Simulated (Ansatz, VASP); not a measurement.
# BAs in VASP and in Ansatz

Contents of POSCAR:

```
BAs
1.0
    0.0000000000      2.4044111681      2.4044111681
    2.4044111681      0.0000000000      2.4044111681
    2.4044111681      2.4044111681      0.0000000000
B As
1 1
Direct
    0.0000000000      0.0000000000      0.0000000000
    0.2500000000      0.2500000000      0.2500000000
```

Contents of INCAR.step1:

```
PREC = Accurate ; ENCUT = 520
EDIFF = 1E-5 ; ISMEAR = 0
SIGMA = 0.02 ; LREAL = F
LASPH = T ; NELM = 100
ALGO = Normal ; ISIF = 2
LWAVE = T ; GGA = PE
NBANDS = 11
```

Contents of INCAR.step2:

```
PREC = Accurate ; ENCUT = 520
EDIFF = 1E-6 ; ISMEAR = 0
SIGMA = 0.02 ; LREAL = F
LASPH = T ; NELM = 100
ALGO = Normal ; ISIF = 2
LWAVE = F ; LCHARG = T
GGA = PE ; LHFCALC = T
AEXX = 0.25 ; PRECFOCK = Normal
HFRCUT = -1 ; LELF = T
LVHAR = T ; ISTART = 1
NBANDS = 11
```

File KPOINTS:

```
Automatic mesh
0
Gamma
  8 8 8
```

Input for Ansatz:

```yaml
crystal:
  lattice:
    - [0.0, 2.4044111681, 2.4044111681]
    - [2.4044111681, 0.0, 2.4044111681]
    - [2.4044111681, 2.4044111681, 0.0]
  atoms:
    - { symbol: B, position: [0.0, 0.0, 0.0] }
    - { symbol: As, position: [0.25, 0.25, 0.25] }
basis:
  ecutwfc: 420
kpoints:
  mp_grid: { grid: [8, 8, 8] }
  band_path:
    path:
      - [[0.0, 0.0, 0.0], [-0.5, -0.5, 0.0], [-0.375, -0.375, 0.25]]
      - [[-0.375, 0.0, 0.375], [0.0, 0.0, 0.0], [0.0, 0.0, 0.5], [-0.5, -0.25, 0.25], [-0.5, -0.5, 0.0]]
    npoints: 4
hamiltonian:
  xc: pbe0
scf:
  occupations: { method: gaussian, width: 0.02 }
output:
  forces: true
  stress: true
  eigenvalues: true
  populations: true
  dos: { projected: true, de: 0.02 }
  bader: false
  write_density: true
  write_potential: true
  elf: true
  volumetric_format: npy
```

Alike in both runs: task single point; functional PBE0; k mesh 8 × 8 × 8; occupations gaussian, width 0.02 eV; no spin polarisation.

|  | VASP | Ansatz |
| --- | --- | --- |
| version | VASP 6.6.1 | Ansatz 0.2.0 |
| potentials or method | VASP PAW PBE potentials, release 64 (B, As) | scalar-relativistic, plane waves, PAW |
| plane-wave cutoff (eV) | 520 | 420 |
| valence electrons in the cell | 8 | 18 |

|  | VASP | Ansatz | Ansatz less VASP |
| --- | --- | --- | --- |
| gap on the k mesh at the Fermi level (eV) | 2.53 | 2.52 | -0.010 |
| least direct gap on the mesh (eV) | 4.75 | 4.75 | +0.002 |
| pressure (GPa) | -3.5 | -3.4 | +0.13 |

The functional is the same, so the differences come from potentials, cutoffs and numerics. The two sets of potentials don't hold the same shells in valence. Ansatz warned: «stress_exchange_threshold_loose».

Caveats: the PAW data sets were made with another functional, which shifts forces and pressure a little (VASP). A k mesh can miss the band edges.
